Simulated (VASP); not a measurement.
# BN (F-43m) in VASP: settings compared, part 2 of 2

VASP 6.6.1.

### Step 4. Relaxation of cell and atoms, optB88-vdW

The input, INCAR:

```
SYSTEM = BN
PREC = Accurate
ENCUT = 600
EDIFF = 1E-6
ISMEAR = -1
SIGMA = 0.05
LREAL = .False.
LASPH = .True.
NELM = 80
ALGO = Normal
ISIF = 3
LWAVE = .False.
LCHARG = .False.
GGA = BO
LUSE_VDW = .True.
AGGAC = 0.0
PARAM1 = 0.1833333333
PARAM2 = 0.22
IBRION = 2
NSW = 60
EDIFFG = -0.01
```

The input, KPOINTS:

```
regular mesh
0
Gamma
  13 13 13
  0 0 0
```

The input, POSCAR:

```
BN
1.0
    0.0000000000      1.8130010000      1.8130010000
    1.8130010000      0.0000000000      1.8130010000
    1.8130010000      1.8130010000      0.0000000000
N B
1 1
Direct
    0.2500000000      0.2500000000      0.2500000000
    0.0000000000      0.0000000000      0.0000000000
```

Potentials or basis: VASP PAW PBE potentials, release 64 (N, B).

Command:

```console
cat potpaw_PBE.64/N/POTCAR potpaw_PBE.64/B/POTCAR > POTCAR
mpirun -np 1 vasp_std > vasp.out
```

OUTCAR:

```text
SYSTEM = BN
   PREC = Accurate
   ENCUT = 600
   EDIFF = 1E-6
   ISMEAR = -1
   LREAL = .False.
   LASPH = .True.
   NELM = 80
   ISIF = 3
   GGA = BO
   IBRION = 2
   NSW = 60
   EDIFFG = -0.01

 ion  position               nearest neighbor table
   1  0.250  0.250  0.250-   2 1.57   2 1.57   2 1.57   2 1.57
   2  0.000  0.000  0.000-   1 1.57   1 1.57   1 1.57   1 1.57

  LATTYP: Found a face centered cubic cell.
 ALAT       =     3.6260020000

  Lattice vectors:

 A1 = (   0.0000000000,   1.8130010000,   1.8130010000)
 A2 = (   1.8130010000,   0.0000000000,   1.8130010000)
 A3 = (   1.8130010000,   1.8130010000,   0.0000000000)

Analysis of symmetry for initial positions (statically):
=====================================================================
 Subroutine PRICEL returns:
 Original cell was already a primitive cell.

 Routine SETGRP: Setting up the symmetry group for a
 face centered cubic supercell.

 Subroutine GETGRP returns: Found 24 space group operations
 (whereof 24 operations were pure point group operations)
 out of a pool of 48 trial point group operations.

The static configuration has the point symmetry T_d .

[... 171 lines left out ...]
  Total       -0.0688140     -0.0688140     -0.0688140     -0.0000000     -0.0000000      0.0000000
  in kB       -9.2504556     -9.2504556     -9.2504556     -0.0000000     -0.0000000      0.0000000
  external PRESSURE =      -9.2504556 kB  Pullay stress =       0.0000000 kB
[... 63 lines left out ...]
--------------------------------------- Ionic step        3  -------------------------------------------

 number of electron       7.9999999 magnetization

 Free energy of the ion-electron system (eV)
  ---------------------------------------------------
  ext. energy  EPLUGINS =         0.00000000
  ---------------------------------------------------
  free energy    TOTEN  =       -15.50982066 eV

  energy without entropy =      -15.50982066  energy(sigma->0) =      -15.50982066

 E-fermi :   8.0673     XC(G=0): -12.7422

 val. band max:        7.1606264160   @ k =   0.0000   0.0000   0.0000
 cond. band min:      11.9243544619   @ k =   0.4615   0.4615   0.0000
 fundamental gap:      4.7637280459
 Fermi energy:         8.0672710900

 k-point     1 :       0.0000    0.0000    0.0000
  band No.  band energies     occupation
      1     -12.8477      2.00000
      2       7.1606      2.00000
      3       7.1606      2.00000
      4       7.1606      2.00000
      5      16.0384      0.00000
      6      16.0384      0.00000
      7      16.0384      0.00000
      8      17.6080      0.00000
[... 243 lines left out ...]
 k-point    24 :       0.4615    0.1538    0.0000
  band No.  band energies     occupation
      1      -8.9273      2.00000
      2      -1.9383      2.00000
      3       3.9602      2.00000
      4       4.3855      2.00000
      5      16.1888      0.00000
      6      19.3224      0.00000
      7      19.7079      0.00000
      8      21.8662      0.00000

 [... further k-points ...]

------------------------ aborting loop because EDIFF is reached ----------------------------------------

  FORCE on cell =-STRESS in cart. coord.  units (eV):
  Direction    XX          YY          ZZ          XY          YZ          ZX
  --------------------------------------------------------------------------------------
  -------------------------------------------------------------------------------------
  Total        0.0006094      0.0006094      0.0006094     -0.0000000      0.0000000      0.0000000
  in kB        0.0821293      0.0821293      0.0821293     -0.0000000      0.0000000      0.0000000
  external PRESSURE =       0.0821293 kB  Pullay stress =       0.0000000 kB
[... 21 lines left out ...]
  energy  without entropy=      -15.5098206563  energy(sigma->0) =      -15.50982066

Total vdW correction in eV:      0.8829749

 reached required accuracy - stopping structural energy minimisation
```

OSZICAR:

```text
N       E                     dE             d eps       ncg     rms          rms(c)
DAV:   1     0.155457408040E+02    0.15546E+02   -0.55782E+03  1384   0.110E+03
DAV:   2    -0.163579059731E+02   -0.31904E+02   -0.31078E+02  1888   0.204E+02
DAV:   3    -0.166138235511E+02   -0.25592E+00   -0.25592E+00  1600   0.210E+01
DAV:   4    -0.166140633629E+02   -0.23981E-03   -0.23981E-03  1816   0.596E-01
[... 17 lines left out ...]
DAV:   1    -0.155099243153E+02   -0.18836E-03   -0.32063E-03  1464   0.586E-01    0.733E-02
DAV:   2    -0.155098270250E+02    0.97290E-04   -0.46694E-04  1648   0.174E-01    0.191E-02
DAV:   3    -0.155098225880E+02    0.44371E-05   -0.10756E-05  1560   0.347E-02    0.820E-03
DAV:   4    -0.155098207487E+02    0.18393E-05   -0.19481E-06  1376   0.130E-02    0.188E-03
DAV:   5    -0.155098206563E+02    0.92358E-07   -0.61389E-08   672   0.222E-03
   3 F= -.15509821E+02 E0= -.15509821E+02  d E =-.878911E-04
```

It took 21 s on 1 thread of Intel Xeon 6975P-C (Granite Rapids), shared host; peak memory 0.22 GiB.

What came out:

| Property | Result |
| --- | --- |
| Free energy | -15.5098 eV |
| Relaxed volume | 5.94 Å³/atom |
| Relaxed cell | a = 2.562 Å, b = 2.562 Å, c = 2.562 Å, α = 60.00°, β = 60.00°, γ = 60.00° |
| Space group after relaxing (to 0.05 Å) | F-43m (No. 216) |
| Energy gained by relaxing | 0.0 meV/atom |
| Ionic steps | 3 |
| Pressure after relaxing | 0.0 GPa |
| Band gap on the k mesh | 4.76 eV, indirect (least direct gap 8.88 eV) |

Final structure:
```
N B
1.0
     0.00000    1.81147    1.81147
     1.81147    0.00000    1.81147
     1.81147    1.81147    0.00000
N B
1 1
Cartesian
  0.9057 0.9057 0.9057
  0.0000 0.0000 0.0000
```

Levels at points of the mesh, in eV from the valence-band top:
| k point | band 1 | band 2 | band 3 | band 4 | band 5 | band 6 | band 7 | band 8 |
| --- | --- | --- | --- | --- | --- | --- | --- | --- |
| (0.00, 0.00, 0.00) | -20.01 | 0.00 | 0.00 | 0.00 | 8.88 | 8.88 | 8.88 | 10.45 |

Caveat: the PAW data sets were made with another functional, which shifts forces and pressure a little; an odd mesh through Γ misses points on the zone boundary, where band edges often lie.

### Step 5. Relaxation of cell and atoms, vdW-DF2

The input, INCAR:

```
PREC     = Accurate       # precision mode
ENCUT    = 600            # plane-wave cutoff, eV
EDIFF    = 1E-6           # SCF threshold, eV
ISMEAR   = -1             # smearing method
SIGMA    = 0.05           # smearing width, eV
LREAL    = False          # projectors in reciprocal space
LASPH    = True           # aspherical terms in the spheres
NELM     = 60             # most SCF steps
ALGO     = Normal         # electronic algorithm
ISIF     = 3              # what is computed and relaxed
LWAVE    = False          # write WAVECAR
LCHARG   = False          # write CHGCAR
GGA      = ML             # functional
LUSE_VDW = True         
AGGAC    = 0.0          
ZAB_VDW  = -1.8867      
IBRION   = 2              # ionic algorithm
NSW      = 60             # ionic steps
EDIFFG   = -0.01          # ionic threshold
```

The input, KPOINTS:

```
Automatic mesh
0
Gamma
  13 13 13
```

POSCAR is that of step 4.

Command:

```console
cat potpaw_PBE.64/N/POTCAR potpaw_PBE.64/B/POTCAR > POTCAR
mpirun -np 1 vasp_std > vasp.out
```

Run time: 22 s. Hardware: 1 thread of Intel Xeon 6975P-C (Granite Rapids), shared host; peak memory 0.22 GiB.

The run converged. Its results:

- Free energy: -14.5565 eV
- Relaxed volume: 6.11 Å³/atom
- Relaxed cell: a = 2.585 Å, b = 2.585 Å, c = 2.585 Å, α = 60.00°, β = 60.00°, γ = 60.00°
- Space group after relaxing (to 0.05 Å): F-43m (No. 216)
- Energy gained by relaxing: 4.1 meV/atom
- Ionic steps: 3
- Pressure after relaxing: 0.0 GPa
- Band gap on the k mesh: 5.15 eV, indirect (least direct gap 8.80 eV)

The path:
```csv
step,energy change (eV),largest force (eV/Å),pressure (GPa),volume (Å³)
1,0.0000,0.0000,8.96,11.92
2,-0.0010,0.0000,-7.80,12.50
3,-0.0081,0.0000,-0.02,12.22
```

Final structure:
```
N B
1.0
     0.00000    1.82793    1.82793
     1.82793    0.00000    1.82793
     1.82793    1.82793    0.00000
N B
1 1
Direct
  0.25000 0.25000 0.25000
  0.00000 0.00000 0.00000
```

Levels at points of the mesh, in eV from the valence-band top:
| k point | band 1 | band 2 | band 3 | band 4 | band 5 | band 6 | band 7 | band 8 |
| --- | --- | --- | --- | --- | --- | --- | --- | --- |
| (0.00, 0.00, 0.00) | -19.53 | 0.00 | 0.00 | 0.00 | 8.80 | 8.80 | 8.80 | 10.26 |

Caveat: the PAW data sets were made with another functional, which shifts forces and pressure a little; an odd mesh through Γ misses points on the zone boundary, where band edges often lie.

### Step 6. The reference run

An earlier run on the cell as given: functional PBEsol; potentials or basis VASP PAW PBE potentials, release 64 (N, B); cutoff 520 eV; k mesh 13 × 13 × 13; occupations fermi-dirac, width 0.05 eV; no spin polarisation.

- Pressure: -5.7 GPa
- Band gap on the k mesh: 4.34 eV, indirect (least direct gap 8.72 eV)

### Step 7. The runs side by side

```csv
task,level,cell,cutoff (eV),ladder,gap on the mesh (eV),pressure (GPa),relaxed volume (Å³/atom)
relaxation of cell and atoms,optPBE-vdW,relaxed,600,-,4.75,0.0,6.00
relaxation of cell and atoms,vdW-DF-cx,relaxed,600,-,4.49,0.0,5.92
relaxation of cell and atoms,optB88-vdW,relaxed,600,-,4.76,0.0,5.94
relaxation of cell and atoms,vdW-DF2,relaxed,600,-,5.15,0.0,6.11
single point,PBEsol,as given,520,free,4.34,-5.7,-
```

Alike in all rows: potentials or basis VASP PAW PBE potentials, release 64 (N, B); no spin polarisation; k mesh 13 × 13 × 13; smearing fermi-dirac 0.05 eV.

Caveats: the PAW data sets were made with another functional, which shifts forces and pressure a little; an odd mesh through Γ misses points on the zone boundary, where band edges often lie.

Total energies depend on the potentials used, so only differences within one code and one set of settings carry meaning.
